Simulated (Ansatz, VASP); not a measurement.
One calculation of AgBr2, two programs

The input INCAR:

```
  ALGO = Normal
  EDIFF = 1E-6
  EDIFFG = -0.01
  ENCUT = 600
  GGA = PE
  IBRION = 2
  ISIF = 3
  ISMEAR = 0
  LASPH = T
  LCHARG = F
  LREAL = F
  LWAVE = F
  NELM = 100
  NSW = 100
  PREC = Accurate
  SIGMA = 0.1
```

KPOINTS

```
k-points
0
Gamma
  12 12 12
```

File POSCAR:

```
AgBr2
1.0
    0.0000000000      3.4410274354      3.4410274354
    3.4410274354      0.0000000000      3.4410274354
    3.4410274354      3.4410274354      0.0000000000
Ag Br
1 2
Direct
    0.0000000000      0.0000000000      0.0000000000
    0.2500000000      0.2500000000      0.2500000000
    0.7500000000      0.7500000000      0.7500000000
```

Input for Ansatz:

```yaml
crystal:
  lattice:
    - [0.0, 3.4410274354, 3.4410274354]
    - [3.4410274354, 0.0, 3.4410274354]
    - [3.4410274354, 3.4410274354, 0.0]
  atoms:
    - { symbol: Ag, position: [0.0, 0.0, 0.0] }
    - { symbol: Br, position: [0.25, 0.25, 0.25] }
    - { symbol: Br, position: [0.75, 0.75, 0.75] }
basis:
  ecutwfc: 420
kpoints:
  mp_grid: { grid: [12, 12, 12] }
hamiltonian:
  xc: pbe
scf:
  occupations: { method: gaussian, width: 0.1 }
output:
  forces: true
  stress: true
  eigenvalues: true
  write_density: true
  write_potential: true
  elf: true
  volumetric_format: npy
relax:
  adjacent_minimum: "off"
  f_tol: 0.01
  max_steps: 80
  cell: { stress_tol: 0.05 }
```

Change from the starting cell: ordered vacancies on the cation sites of caesium chloride (Fm-3m, No. 225).

Alike in both runs: task relaxation of cell and atoms; functional PBE; k mesh 12 × 12 × 12; occupations gaussian, width 0.1 eV; no spin polarisation.

```csv
,VASP,Ansatz
version,VASP 6.6.1,Ansatz 0.2.0
potentials or method,"VASP PAW PBE potentials, release 64 (Ag, Br)","scalar-relativistic, plane waves, PAW"
plane-wave cutoff (eV),600,420
valence electrons in the cell,25,33
```

```tsv
	VASP	Ansatz	Ansatz less VASP
gap on the k mesh at the Fermi level, each at its own relaxed structure (eV)	none	none	-
relaxed volume (Å³/atom)	27.16	27.16	0.000
relaxed cell length with the largest relative difference (Å)	4.866	4.866	0.0000
```

A gap of «none» marks a metal or a gap that the smearing closes. The two sets of potentials don't hold the same shells in valence.

Caveats: the relaxation stopped at its first step, so nothing moved; an odd number of electrons without spin polarisation forces a metal; a magnetic or distorted state may lie lower.
